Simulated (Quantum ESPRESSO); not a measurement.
## MoS2 under changes of volume

One of the cells (18.982 Å³/atom); the others are scaled copies at fixed shape and fractional positions:

```
Mo S
1.0
     3.22746    0.00000    0.00000
    -1.61373    2.79507    0.00000
     0.00000    0.00000    6.31247
Mo S
1 2
Cartesian
  0.0000 0.0000 3.1562
  1.6137 0.9317 4.7008
  0.0000 1.8634 1.6117
```

Measurements of this composition are mostly on another form, of space group No. 194.

```yaml
Program: Quantum ESPRESSO 7.5
Functional: r2SCAN
Potentials_or_basis: SG15 PBE 1.2
Cutoff: 952 eV
Density_cutoff: 3810 eV
k_mesh: 7 × 7 × 3
Occupations: fermi-dirac, width 0.05 eV
Spin: no spin polarisation
```

| volume (Å³/atom) | energy over the lowest point (meV/atom) | pressure (GPa) | largest force (eV/Å) |
| --- | --- | --- | --- |
| 17.843 | 33.85 | 9.9 | 1.158 |
| 18.222 | 14.74 | 6.3 | 0.768 |
| 18.602 | 3.73 | 3.0 | 0.407 |
| 18.982 | 0.00 | 0.1 | 0.072 |
| 19.361 | 2.83 | -2.5 | 0.238 |
| 19.741 | ? | ? | ? |
| 20.120 | 25.56 | -7.0 | 0.792 |

Task: What does the run at 19.741 Å³/atom give?

Result: Energy over the lowest point 11.55 meV/atom; pressure -4.9 GPa; largest force 0.525 eV/Å.

Worked out: A Birch-Murnaghan fit of order 3 (a polynomial in V^(-2/3)) to the other rows has its minimum at 19.00 Å³/atom with B0 = V·E''(V) = 138 GPa and B' = 4.3 at fixed shape and positions, which overstates the stiffness. It gives 11.56 meV/atom at 19.741 Å³/atom, against the run's 11.55, and -dE/dV = -4.8 GPa, against -4.9.

Energies are extrapolated to zero smearing.

Caveats: the potentials were made for another functional, which shifts forces and pressure.
